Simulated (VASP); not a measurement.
ZnS: core levels with PBEsol

**What was measured.**

From “Electronic, vibrational, and thermodynamic properties of ZnS (zincblende and rocksalt structure)”, 2009, arxiv:0911.5022, for a bulk crystal of ZnS at 19 K: band gap 3.85 eV (direct).

The system is ZnS.

```
Zn S
1.0
     0.00000    2.70200    2.70200
     2.70200    0.00000    2.70200
     2.70200    2.70200    0.00000
Zn S
1 1
Direct
  0.25000 0.25000 0.25000
  0.00000 0.00000 0.00000
```

```
Program                : VASP 6.6.1
Task                   : core levels
Functional             : PBEsol
Potentials or basis    : VASP PAW PBE potentials, release 64 (Zn, S)
Cutoff                 : 520 eV
k mesh                 : 7 × 7 × 7
Occupations            : fermi-dirac, width 0.02 eV
Spin                   : no spin polarisation
Further INCAR settings : ALGO = Normal; EDIFF = 1e-07
```

| Property | Result |
| --- | --- |
| Pressure | -1.8 GPa |
| Band gap on the k mesh | 1.98 eV, direct |

Levels at points of the mesh, in eV from the valence-band top:
```csv
k point,band 7,band 8,band 9,band 10,band 11,band 12
"(0.00, 0.00, 0.00)",0.00,0.00,0.00,1.98,6.31,6.31
```

Core levels (eV, on the scale of the bands):
```csv
atom,levels
1 Zn,"1s -9518.4, 2s -1151.9, 2p -997.6, 3s -122.9, 3p -77.1"
2 S,"1s -2396.7, 2s -202.8, 2p -147.6"
```

It took 6.3 s on 1 thread of Intel(R) Xeon(R) 6975P-C (Granite Rapids) (shared host), peak memory 0.15 GiB.

A measured gap of ZnS is 3.85 eV (direct; 19 K; quoted in “Electronic, vibrational, and thermodynamic properties of ZnS (zincblende and rocksalt structure)”, 2009, arxiv:0911.5022); the calculated 1.98 eV misses it by -1.87 eV. The value is that of PBEsol, without temperature or zero-point motion. Semilocal functionals fall short of measured gaps as a rule.

Caveat: the PAW data sets were made with another functional, which shifts forces and pressure a little.
